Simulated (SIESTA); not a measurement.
Crystal: TaN.

```
Ta N
1.0
     0.00000    2.21132    2.21132
     2.21132    0.00000    2.21132
     2.21132    2.21132    0.00000
Ta N
1 1
Direct
  0.50000 0.50000 0.50000
  0.00000 0.00000 0.00000
```

The cell comes from a database or a generator and needn't be the stable form of this composition.

Base run:

| Item | Value |
| --- | --- |
| Program | SIESTA 5.4.2 |
| Functional | BLYP |
| Potentials or basis | PseudoDojo 0.4 standard (PBE files) |
| Basis | DZP (energy shift 0.003 Ry; two zetas on semicore shells) |
| Grid cutoff | 800 Ry |
| Energy shift | 0.003 Ry |
| k mesh | 10 × 10 × 10 |
| Occupations | fermi-dirac, width 0.05 eV |
| Spin | no spin polarisation |

Its results: band gap on the k mesh none (metal or under the smearing width); pressure 16.5 GPa.

After a change of settings the same cell gave: band gap on the k mesh none (metal or under the smearing width); pressure 5.1 GPa. Which change was it?
A. functional from BLYP to AM05; potentials or basis from PseudoDojo 0.4 standard (PBE files) to PseudoDojo 0.4 standard (PBEsol files)
B. functional from BLYP to PBEsol; potentials or basis from PseudoDojo 0.4 standard (PBE files) to PseudoDojo 0.4 standard (PBEsol files)
C. functional from BLYP to vdW-DF-cx
D. functional from BLYP to PBE

D.

PBE binds more tightly than BLYP, so the same cell stands under less pressure.

Caveats: short orbitals over semicore shells can move pressures by several GPa; the basis of atomic orbitals isn't converged, which shifts pressures, moduli and gaps; the potentials were made for another functional, which shifts forces and pressure (some runs).

Not every run made on this cell is shown here.
